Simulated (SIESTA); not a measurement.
MnS:

```
CELL_PARAMETERS angstrom
0.00000 2.60450 2.60450
2.60450 0.00000 2.60450
2.60450 2.60450 0.00000
ATOMIC_POSITIONS crystal
Mn 0.00000 0.00000 0.00000
S 0.50000 0.50000 0.50000
```

Base run:

```yaml
Program: SIESTA 5.4.2
Functional: BLYP
Potentials_or_basis: PseudoDojo 0.4 standard (PBE files)
Basis: DZP (energy shift 0.003 Ry; two zetas on semicore shells)
Grid_cutoff: 800 Ry
Energy_shift: 0.003 Ry
k_mesh: 9 × 9 × 9
Occupations: fermi-dirac, width 0.05 eV
Spin: collinear spin, ferromagnetic start
Starting_moments: "[4.0, 0.0] μB"
```

Its results: band gap on the k mesh none (metal or under the smearing width); pressure 2.7 GPa; net moment 4.70 μB per cell; site moments Mn +4.51; S +0.19 μB.

Problem. The run is repeated on the same cell with these changes: functional from BLYP to AM05; potentials or basis from PseudoDojo 0.4 standard (PBE files) to PseudoDojo 0.4 standard (PBEsol files). What comes out?

Solution. Band gap on the k mesh none (metal or under the smearing width); pressure -6.3 GPa; net moment 4.71 μB per cell; site moments Mn +4.57; S +0.15 μB.

Caveats: short orbitals over semicore shells can move pressures by several GPa; the potentials were made for another functional, which shifts forces and pressure; the basis of atomic orbitals isn't converged, which shifts pressures, moduli and gaps; a cell with one magnetic atom can't hold antiferromagnetic order, which such compounds often take; semilocal functionals often make such compounds metallic where correlation or magnetic order opens a gap, which also shifts bond lengths.
